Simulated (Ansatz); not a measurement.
# Rh(111) / 3 layers Al(111) / Rh(111): resistance against film thickness

Aim: what a thin film of another metal adds to the resistance, first Rh(111) / 3 layers Al(111) / Rh(111).

Method: Ansatz plane-wave DFT, PBE, PAW files; ballistic transport by layer matching (Landauer), zero bias, in Ansatz 0.2.0.

## 1. Starting point

The cell holds 11 atoms: 8 Rh and 3 Al. Cell: a = 2.689 Å, b = 2.689 Å, c = 25.556 Å, α = 87.0°, β = 93.0°, γ = 120.0°. It derives from Rh and Al. Regions: lead, 8 atoms (8 Rh); films, 3 atoms (3 Al). The structure is stacked along c, and the current runs across the ab planes.

## 2. With 3 layers

The film is laid into the lead at the lead's in-plane lattice, and the cell closes on the lead's own image. The mesh across the current, 32×32, is finer than the density's, because channels open and close sharply across the zone. Energies from -1 to 1 eV in steps of 0.036 eV cover the slope of the Fermi function at 300 K, so the program can form a conductance.

Input file input.yaml:

```yaml
crystal:
  lattice:
    - [2.6891977995, 0.0, 0.0]
    - [-1.3445988998, 2.3289136102, 0.0]
    - [-1.3445988998, 0.7763045367, 25.5089938186]
  atoms:
    - { symbol: Rh, position: [0.0143460566, 0.9856539434, 0.0430381697] }
    - { symbol: Rh, position: [0.376371503, 0.623628497, 0.129114509] }
    - { symbol: Rh, position: [0.7383969495, 0.2616030505, 0.2151908484] }
    - { symbol: Rh, position: [0.1004223959, 0.8995776041, 0.3012671878] }
    - { symbol: Al, position: [0.4654011905, 0.5345988095, 0.3962035716] }
    - { symbol: Al, position: [0.8333333333, 0.1666666667, 0.5] }
    - { symbol: Al, position: [0.2012654761, 0.7987345239, 0.6037964284] }
    - { symbol: Rh, position: [0.5662442707, 0.4337557293, 0.6987328122] }
    - { symbol: Rh, position: [0.9282697172, 0.0717302828, 0.7848091516] }
    - { symbol: Rh, position: [0.2902951637, 0.7097048363, 0.870885491] }
    - { symbol: Rh, position: [0.6523206101, 0.3476793899, 0.9569618303] }
kpoints:
  mp_grid: { grid: [16, 16, 1] }
hamiltonian:
  xc: pbe
scf:
  occupations: { method: fermi_dirac, width: 0.1 }
output:
  transmission: { leads: [[0, 1]], kmesh: [32, 32], e_range: [-1.0, 1.0], de: 0.036 }
  write_potential: true
  write_density: true
  volumetric_format: npy
  elf: true
```

On the command line:

```
$ ansatz run input.yaml --threads 4 --pin off --max-ram 8192MiB --backend cpu --events-out ev --progress --plain --runs-dir out
```

Numbers of over 12 decimals in the logs are rounded to 6 here.

The log of the run:

```text
Warning: crystal.symmetry: narrowed to the stabiliser of the k-point mesh — unitary ops 12 → 4; excluded 8 operations that carry a point of the 16×16×1 mesh (shift [0, 0, 0]) off the mesh (the run samples exactly the mesh kpoints.mp_grid names, as under crystal.symmetry.detect: false, and its converged state has the mesh's symmetry, not the crystal's; ε∞, the Born charges and the force constants of a linear response (`dielectric:` by the response, `phonons.method: dfpt`) are averaged over those of the crystal's operations that the state keeps within a tolerance, where `mesh_tensors`, `unaveraged_element` or `gamma_mean_max_change_ev_ang2` stands beside them; [rest of the remark cut]
Engine: ansatz 0.2.0, aarch64-unknown-linux-gnu
Pseudopotentials: kind: paw
Pseudopotential: Rh, paw, valence charge 17, recommended cutoff 420 eV (normal), Rh.paw.azcp
Pseudopotential: Al, paw, valence charge 3, recommended cutoff 420 eV (normal), Al.paw.azcp
Functional definition: PBE
  parameter kappa = 0.804
  parameter beta = 0.066725
  exchange = pbe_x(kappa = kappa, mu = beta*pi^2/3)
  correlation = pbe_c(beta = beta)
Crystal: 11 atoms, lattice volume = 159.761 Å³
Basis set: ecut = 420 eV, 3169 PW (Γ)
Bands: 87, of which v1, the nominal top of the filled ones, is band 73 counted from 1 (72 counted from 0)
Symmetry: 4 space group operations
k-points: 73 of 256
Non-local potential: Rh, projectors of the file, l = 0: 3, l = 1: 2, l = 2: 2, l = 3: 1
Non-local potential: Al, projectors of the file, l = 0: 2, l = 1: 2, l = 2: 1
PAW form: soft (Blöchl's): semilocal exchange-correlation on the pseudo side does not see the compensation charge
PAW one-centre angular grid: Rh, 590 points (default); XC on 64 Gauss nodes
PAW one-centre angular grid: Al, 110 points (default); XC on 64 Gauss nodes
Initial density: superposition of atomic densities (neutral atoms: chi_scale 0, normalization atom), corrected by the library's trained network
Initial wavefunctions: pseudopotential atomic-orbital guess
Functional: x = pbe(κ = 0.804, μ = 0.219515), c = pbe(β = 0.066725)
SCF iter   1: F=—  HF=-52836.302782 eV  |F-HF|=—  |Δ(HF+E_count)|=         —  Δρ=1.60e-2  dr2=2.61e1  ethr=1.77e-3  ⟨swp⟩=6.2  Hψ=22747  notcnv=0  defer=6
preconditioner: auto → Kerker (q_TF=auto, 2.685 Å⁻¹)  [metal: Δε(μ)=0.004 eV  Ē_g=5.326 eV  σ=0.100 eV  W_gap=0.01  n_scr=20 (ndim 8)  ℏωp=26.4 eV  f_vac=0.000  D(μ)=11.86/eV (n_scr^D=148)]
SCF iter   2: F=—  HF=-52836.185167 eV  |F-HF|=—  |Δ(HF+E_count)|=   1.18e-1  Δρ=8.23e-3  dr2=1.05e1  ethr=1.77e-3  ⟨swp⟩=1.0  Hψ=7373  notcnv=0  defer=8
SCF iter   3: F=—  HF=-52836.091257 eV  |F-HF|=—  |Δ(HF+E_count)|=   9.39e-2  Δρ=1.62e-3  dr2=3.04e-1  ethr=1.77e-3  ⟨swp⟩=1.6  Hψ=6757  notcnv=0  defer=8
SCF iter   4: F=—  HF=-52836.085891 eV  |F-HF|=—  |Δ(HF+E_count)|=   5.37e-3  Δρ=4.67e-4  dr2=3.29e-3  ethr=2.10e-4  ⟨swp⟩=1.0  Hψ=7164  notcnv=0  defer=21
SCF iter   5: F=—  HF=-52836.085831 eV  |F-HF|=—  |Δ(HF+E_count)|=   6.08e-5  Δρ=1.26e-4  dr2=3.08e-5  ethr=2.27e-6  ⟨swp⟩=1.0  Hψ=6307  notcnv=0  defer=21
SCF iter   6: F=—  HF=-52836.085820 eV  |F-HF|=—  |Δ(HF+E_count)|=   1.01e-5  Δρ=3.81e-5  dr2=5.32e-6  ethr=2.12e-8  ⟨swp⟩=2.6  Hψ=10442  notcnv=0  defer=31
SCF iter   7: F=—  HF=-52836.085820 eV  |F-HF|=—  |Δ(HF+E_count)|=   3.86e-7  Δρ=9.92e-6  dr2=3.45e-7  ethr=3.67e-9  ⟨swp⟩=1.0  Hψ=6286  notcnv=0  defer=31
SCF iter   8: F=—  HF=-52836.085820 eV  |F-HF|=—  |Δ(HF+E_count)|=   2.32e-8  Δρ=3.94e-6  dr2=1.13e-7  ethr=6.90e-11  ⟨swp⟩=5.0  Hψ=14948  notcnv=0
SCF iter   9: F=-52836.085820 eV  HF=-52836.085820 eV  |F-HF|=1.54e-8  |Δ(HF+E_count)|=   1.44e-9  Δρ=1.11e-6  dr2=1.60e-8  ethr=6.90e-11  ⟨swp⟩=1.7  Hψ=7401  notcnv=0
SCF 1 converged in 9 iterations: F = -52836.085820 eV  dr2 = 1.60e-8
  greatest PAW one-centre occupation: 1.000 electrons in one spin orbital (limit 2), on the Rh atom at site 9 (counted from 0), in its partial waves of l = 0
transmission: 1148 of 11466 steps passed
transmission: 2294 of 11466 steps passed
[...]
transmission: 11466 of 11466 steps passed
SCF converged after 9 iterations
Free energy (F): -52836.085820 eV
Harris-Foulkes:  -52836.085820 eV  (|F-HF|=1.54e-8)
Internal energy: -52835.679168 eV  (E = F + TS)
E sigma→0 (E₀):  -52835.882494 eV
Entropy (-TS):   -0.406652 eV (-36.968 meV/atom)
Fermi energy:    17.805620 eV
--- Per-component energies (eV) ---
  E_band       = -1175.397313
  E_kinetic    = 4657.278101
  E_local      = -94806.101652  (includes V_loc(G=0)·N_el)
  E_nonlocal   = 2868.356452
  E_hartree    = 45301.118465
  E_xc         = -1895.402588
  E_vxc        = -2316.788852  (∫ρ·V_xc dr)
  E_paw        = -30097.840131  (= ΣΔE_a)
  E_vpaw       = -2180.421452  (= ΣTr[D̂ρ^β])
  E_aug_tail   = 0.006823  (compensation charges beyond the density's cutoff)
  E_ewald      = 21136.905362
  E_smearing   = -0.406652  (= −TS)
  E_closure    = -0.000000  (closes the sum)
  Σ components = -52836.085820   (vs F -52836.085820, Δ=0.00e0)
--- Band table (eV; the first three rows and the last of 73) ---
  k-point 0: bands = [... 69 lower, 16.7699, 16.7699, 16.8210, 16.8216, 16.9805, 16.9811, 17.3080, 17.3085, ... 10 higher]
  k-point 1: bands = [... 69 lower, 16.7299, 16.7347, 16.8731, 16.8864, 17.0179, 17.0760, 17.1464, 17.3218, ... 10 higher]
  k-point 2: bands = [... 69 lower, 16.3063, 16.5911, 16.5968, 16.8739, 16.9392, 17.0796, 17.2113, 17.3518, ... 10 higher]
  k-point 72: bands = [... 69 lower, 18.3646, 18.3951, 18.4220, 18.4742, 18.5303, 18.5925, 18.6835, 18.7389, ... 10 higher]
--- Transmission ---
  basis      : 55 plane waves across, 42 finite elements along
  points     : 273, standing for a mesh of 32 x 32
  filling    : by the input's occupations and mesh, since the crystals that have channels conduct as metals do. If one of these is a semiconductor, that mesh has misplaced its level
  energies   : 56 from -1.000000 to 0.980000 eV about the Fermi level, 0.036000 eV apart; the leads are filled to 0.000000 eV, and channels, transmission and decay are at 0.008000 eV
  crystal 0  : Rh1, at the sites [0, 1], period 2.1957 Å, over 17.57 Å; its Hamiltonian steps by up to 9.1 meV
    offset         : up to 0.0000 Å between an atom of the period and one for which it stands
    filled         : 12.9 meV under the level at which it is neutral
    channels       : 1.804688e0 a spin
    conductance    : 2.2235e15 S/m² at 300 K; may be off by some 0.0 % by where its bands' edges are placed, 3.0 % from the k-mesh, 0.3 % from the distance to neutral
    slowest decay  : 0.0843 /Å at (0.4375, 0.1562)
  junction   : crystal 0 to crystal 0, 0.70 to 24.01 Å
    transmission   : 7.222524e-1 a spin
    conductance    : 8.8469e14 S/m² at 300 K (9.1173e14 on every other point, 8.8173e14 on every other energy)
    error estimate : 0.3 % from the energy spacing and 0.2 % from band edges of the leads and from resonances (wavevectors taken as independent; lower de), 4.4 % from the k-mesh, 7.5 % from the steps of its leads' Hamiltonians or their offsets (lay more layers), 0.2 % from the distance to neutral
    resistance     : 6.8060e-4 Ω µm² beyond half of each lead's own
```

The job ended after 5.2 min (4 threads of Arm Neoverse V1, shared host; peak memory 0.99 GiB).

The column dr2 measures how far the density is from self-consistency, as an energy; F and HF (Harris–Foulkes) agree once it is small.

This step gave:

```yaml
free_energy: -52836.0858 eV
energy_at_zero_smearing: -52835.8825 eV
fermi_energy: 17.81 eV
cell_area: 6.263 Å²
step_of_the_lead_s_potential: 9.1 meV
ballistic_conductance_of_the_lead: 2.22e15 S/m²
estimated_errors_of_the_lead_s_conductance: 0, 3, 0.3 % (band edges, k-mesh, distance from neutral)
lead_conductance_per_cell: 1.797 G₀
conductance_of_the_junction: 8.85e14 S/m²
junction_conductance_per_cell: 0.7151 G₀
estimated_errors_of_the_junction_s_conductance: 0.3, 0.2, 4.4, 7.5, 0.2 % (energy step, band edges, k-mesh, leads' steps, distance from neutral)
area_resistance_that_the_stack_adds_contact_term_taken_off_spin_by_spin: 0.6806 fΩ m²
```

Per spin. Transmission, zone mean against energy, zero at the Fermi level:

energy (eV), transmission, zone mean and a bar from the least value:
```
   -1.000      0.682 ####################
   -0.892      0.640 ###############
   -0.820      0.615 #############
   -0.712      0.673 ###################
   -0.640      0.746 ###########################
   -0.532      0.679 ####################
   -0.424      0.665 ##################
   -0.352      0.648 ################
   -0.244      0.656 #################
   -0.136      0.673 ###################
   -0.064      0.702 ######################
    0.008      0.722 ########################
    0.044      0.720 ########################
    0.116      0.700 ######################
    0.224      0.686 ####################
    0.332      0.750 ###########################
    0.404      0.776 ##############################
    0.512      0.704 ######################
    0.620      0.588 ##########
    0.692      0.587 ##########
    0.800      0.558 #######
    0.872      0.528 ###
    0.980      0.495
```

Per spin. Open channels, zone mean, lead against energy, zero at the Fermi level:

```csv
energy (eV),"open channels, zone mean, lead"
-1.000,1.80
-0.892,1.76
-0.820,1.68
-0.712,1.75
-0.640,1.74
-0.532,1.73
-0.424,1.71
-0.352,1.68
-0.244,1.68
-0.136,1.74
-0.064,1.76
0.008,1.80
0.044,1.82
0.116,1.83
0.224,1.90
0.332,1.96
0.404,1.96
0.512,1.86
0.620,1.47
0.692,1.30
0.800,1.02
0.872,0.935
0.980,0.653
```

Transmission over k1 and k2. At 0.0080 eV from the Fermi level.

Values, 12 rows by 16 columns, each cell a mean:
```
0.93 0.68 0.87 0.88 0.84 0.84 0.95 0.52 1.24 0.51 0.25 0.59 0.45 0.44 0.50 0.38
0.81 0.82 0.93 0.92 0.72 0.71 0.84 0.92 0.90 0.74 0.82 0.69 0.26 0.06 0.41 0.64
0.84 0.86 0.85 0.91 0.86 0.79 0.79 0.86 0.90 0.90 0.82 0.79 0.54 0.18 0.20 0.55
0.84 0.82 0.68 0.81 0.81 0.78 0.72 0.74 0.80 0.82 0.77 0.71 0.82 0.70 0.62 0.60
0.72 0.87 0.83 0.81 0.77 0.70 0.58 0.49 0.59 0.70 0.77 0.83 0.83 0.93 0.49 0.38
1.22 0.91 0.92 0.90 0.83 0.73 0.53 0.19 0.21 0.49 0.72 0.82 0.90 0.93 0.64 1.29
0.99 0.42 0.86 0.91 0.86 0.79 0.68 0.46 0.25 0.37 0.63 0.76 0.84 0.89 0.94 0.52
0.66 0.14 0.90 0.90 0.72 0.80 0.77 0.73 0.66 0.61 0.69 0.75 0.79 0.86 0.69 0.92
0.69 0.53 0.61 0.67 0.84 0.70 0.81 0.85 0.82 0.76 0.76 0.82 0.85 0.88 0.64 0.84
0.69 0.30 0.09 0.13 0.56 0.82 0.93 0.92 0.92 0.86 0.82 0.86 0.90 0.93 0.91 0.91
0.56 0.39 0.45 0.12 0.61 0.49 0.56 0.55 0.93 0.89 0.73 0.68 0.83 0.92 0.87 0.61
1.28 0.29 0.78 0.64 0.66 0.71 0.36 1.10 1.38 0.53 0.90 0.83 0.82 0.92 0.48 1.20
```
Columns: k1 (b1) from -0.5 to 0.469; rows upwards: k2 (b2) from -0.5 to 0.469.

Open channels over k1 and k2. At 0.0080 eV from the Fermi level.

Ten even steps from '_' (0.00) to '@' (3.00), each cell a mean:
```
%%%%##**%%**------------++%%****@@%%****--::--------------::++**
==**##******++------------******##****==--__..------------__..==
++%%****@@@@%%##**%%@@@@****@@%%@@##**%%**------++**==****------
--====**@@%%**%%**%%@@@@%%%%%%**%%%%%%**==--------====**==------
--------##%%******##########********@@**--------------****------
--------%%**%%************************%%****------------==------
--------@@@@@@************************##%%@@%%==----------__::--
====----%%%%@@****************************%%@@%%==----====....--
==%%++++****@@******************************##%%********%%--++++
##******@@%%******************####****************%%%%##******##
@@%%%%**@@%%******************@@@@%%******************@@%%**%%@@
%%%%******%%####****************%%%%******************##@@******
==****==%%**####**%%********************************%%####****%%
++--::::**++----++##@@##****************************@@####----**
----..__----------**@@@@%%**************************@@@@@@------
------::------------==%%##%%************************@@##@@------
--------**==------------==**%%************************%%**------
--------==**--------------**@@####**##%%%%@@@@%%**##**##@@**----
==------****++**==------**%%**%%@@%%@@****@@@@%%**%%%%@@@@****%%
==--..__====--====--..__==++****######**============######****##
##**==..--------------..--****##@@****##==------------**##**%%##
@@%%**--++--------------++==**@@@@%%**++**------------==##==**@@
```
Columns: k1 (b1) from -0.5 to 0.469; rows upwards: k2 (b2) from -0.5 to 0.469.

Valence density in the ca plane at fractional y = 0.262, with atoms of Rh within 0.2 Å of it. It is the smooth field of the valence electrons, not physical close to the nuclei.

Ten steps, logarithmic in the rise over the least value, from '0' (0 e/Å³) to '9' (13 e/Å³), each cell a mean:
```
44321222223688752222110011111110000111111110
22211122223799852222110011111111000111111111
22111122223799852222211111111111111110111111
22211122223578632233211111111111111100111111
44322233322344322344321111111111111100111111
66532345422222212355421111111111111100111111
77532345422233222344321111111111111111111111
66532244322356532233211111111111000111111111
```
Columns run along c (16.0 Å, from fractional 0.04 to 0.66 of the cell), rows up along a (2.7 Å). Atoms in or near the plane, at fractional coordinates: Rh at (0.22, 0.74).

ELF in the ca plane at fractional y = 0.262, with atoms of Rh within 0.2 Å of it. It is the smooth field of the valence electrons, not physical close to the nuclei.

Ten even steps from '0' (0.06) to '9' (0.77), each cell a mean:
```
33222222222689742222222357887662000466888642
22211222322799942332222347887663001566788753
22211222322799842222222357887665334555688753
22222222222588632222223455676557887534678864
33222223222233222233224553356557897433578864
66422234322222222244324653356557897534688763
77422234322222222233223555676566655555788753
66422233222345422222223457887664001566788642
```
Columns run along c (16.0 Å, from fractional 0.04 to 0.66 of the cell), rows up along a (2.7 Å). Atoms in or near the plane, at fractional coordinates: Rh at (0.22, 0.74).

Electrostatic potential energy in the ca plane at fractional y = 0.262, with atoms of Rh within 0.2 Å of it. With pseudopotentials it is smooth inside the atoms' cores, unlike the true potential.

Values in eV, 5 rows by 16 columns, each cell a mean:
```
  8  19  16  15 -30 -14  18  19  19  17  18   5   5  17  16  18
 18  20  18  14 -33 -15  18  18  18  13  17   6   5  18  15  18
 11  18  13  16 -11   5  12  12  15   2  15  15  15  19  14  17
-17  14   0  14  16  17   6   6  13   0  14  15  13  19  15  17
-20  14   4  15   2   9  13  14  17   9  17   6   3  17  16  18
```
Columns run along c (16.0 Å, from fractional 0.04 to 0.66 of the cell; values clipped at the 3rd and 97th percentile), rows up along a (2.7 Å). Atoms in or near the plane, at fractional coordinates: Rh at (0.22, 0.74).

The lead's potential steps by 9.1 meV from period to period, small in itself. The program estimates the junction's conductance to 4.4 % from the k-mesh, 0.2 % from the leads' distance from neutral and 7.5 % from their steps.

By hand: 1/G − 1/G_lead = 1/0.8847 − 1/2.224 = 0.681 fΩ m² with G in 10¹⁵ S/m².

## 3. With 5 layers, film layers 5

The stack now holds 5 film layers; the k-mesh follows the cell, and the energies span -0.27 to 0.27 eV.

System of this step: Rh(111) / 5 layers Al(111) / Rh(111). The cell holds 13 atoms: 8 Rh and 5 Al. Its edges and angles: a = 2.689 Å, b = 2.689 Å, c = 30.844 Å, α = 92.5°, β = 87.5°, γ = 120.0°. It derives from Rh and Al. Regions: lead, 8 atoms (8 Rh); films, 5 atoms (5 Al). The structure is stacked along c, and the current runs across the ab planes.

Input file input.yaml:

```yaml
crystal:
  lattice:
    - [2.6891977995, 0.0, 0.0]
    - [-1.3445988998, 2.3289136102, 0.0]
    - [1.3445988998, -0.7763045367, 30.8044787176]
  atoms:
    - { symbol: Rh, position: [0.9881201214, 0.0118798786, 0.0356396359] }
    - { symbol: Rh, position: [0.2976936975, 0.7023063025, 0.1069189076] }
    - { symbol: Rh, position: [0.6072672736, 0.3927327264, 0.1781981793] }
    - { symbol: Rh, position: [0.9168408497, 0.0831591503, 0.249477451] }
    - { symbol: Al, position: [0.2239687768, 0.7760312232, 0.3280936695] }
    - { symbol: Al, position: [0.5286510551, 0.4713489449, 0.4140468348] }
    - { symbol: Al, position: [0.8333333333, 0.1666666667, 0.5] }
    - { symbol: Al, position: [0.1380156116, 0.8619843884, 0.5859531652] }
    - { symbol: Al, position: [0.4426978898, 0.5573021102, 0.6719063305] }
    - { symbol: Rh, position: [0.749825817, 0.250174183, 0.750522549] }
    - { symbol: Rh, position: [0.0593993931, 0.9406006069, 0.8218018207] }
    - { symbol: Rh, position: [0.3689729692, 0.6310270308, 0.8930810924] }
    - { symbol: Rh, position: [0.6785465453, 0.3214534547, 0.9643603641] }
kpoints:
  mp_grid: { grid: [16, 16, 1] }
hamiltonian:
  xc: pbe
scf:
  occupations: { method: fermi_dirac, width: 0.1 }
output:
  transmission:
    leads: [[0, 1]]
    kmesh: [32, 32]
    e_range: [-0.27, 0.27]
    de: 0.036
  write_potential: true
  write_density: true
  volumetric_format: npy
```

The log of the run:

```text
[...]
Crystal: 13 atoms, lattice volume = 192.926 Å³
Basis set: ecut = 420 eV, 3841 PW (Γ)
Bands: 91, of which v1, the nominal top of the filled ones, is band 76 counted from 1 (75 counted from 0)
Symmetry: 4 space group operations
k-points: 73 of 256
[...]
--- Transmission ---
  basis      : 55 plane waves across, 49 finite elements along
  points     : 273, standing for a mesh of 32 x 32
[...]
filled         : 13.0 meV under the level at which it is neutral
    channels       : 1.792969e0 a spin
[...]
slowest decay  : 0.0704 /Å at (0.4062, 0.4062)
  junction   : crystal 0 to crystal 0, 0.70 to 29.31 Å
    transmission   : 7.206691e-1 a spin
[...]
resistance     : 6.6272e-4 Ω µm² beyond half of each lead's own
[key lines of the parts left out:]
SCF converged after 8 iterations
Free energy (F): -53910.919161 eV
Fermi energy:    16.085700 eV
```

Wall time 2.8 min (4 threads); peak memory 1.2 GiB; 9.6 min of CPU time.

Numbers from this step:

```yaml
free_energy: -53910.9192 eV
energy_at_zero_smearing: -53910.7038 eV
fermi_energy: 16.09 eV
step_of_the_lead_s_potential: 10.8 meV
conductance_of_the_junction: 8.99e14 S/m²
junction_conductance_per_cell: 0.7266 G₀
estimated_errors_of_the_junction_s_conductance: 0.3, 0.5, 3.4, 5.1, 0.1 % (energy step, band edges, k-mesh, leads' steps, distance from neutral)
area_resistance_that_the_stack_adds_contact_term_taken_off_spin_by_spin: 0.6627 fΩ m²
```

Per spin. Table of transmission, zone mean by energy, zero at the Fermi level:

```csv
energy (eV),"transmission, zone mean"
-0.270,0.695
-0.234,0.699
-0.198,0.724
-0.162,0.709
-0.126,0.730
-0.090,0.733
-0.054,0.713
-0.018,0.732
0.018,0.721
0.054,0.737
0.090,0.739
0.126,0.736
0.162,0.729
0.198,0.754
0.234,0.748
0.270,0.739
```

The conductance of the junction is 9.0e14 S/m², 1.6 % over the 8.8e14 S/m² of the last finished run, within the error estimates, leads' steps apart, of 4.4 and 3.4 %.

[end of part 1 of 2]

[Logs are printed without paths, hosts, clocks, repeated set-up lines and the standing remarks that a program may print on its own settings, such as how far it seeks lower states.]

[Hosts, paths, dates, database ids (printed as entryN), source tags and the programs' standing remarks are cut or masked in the printed files.]
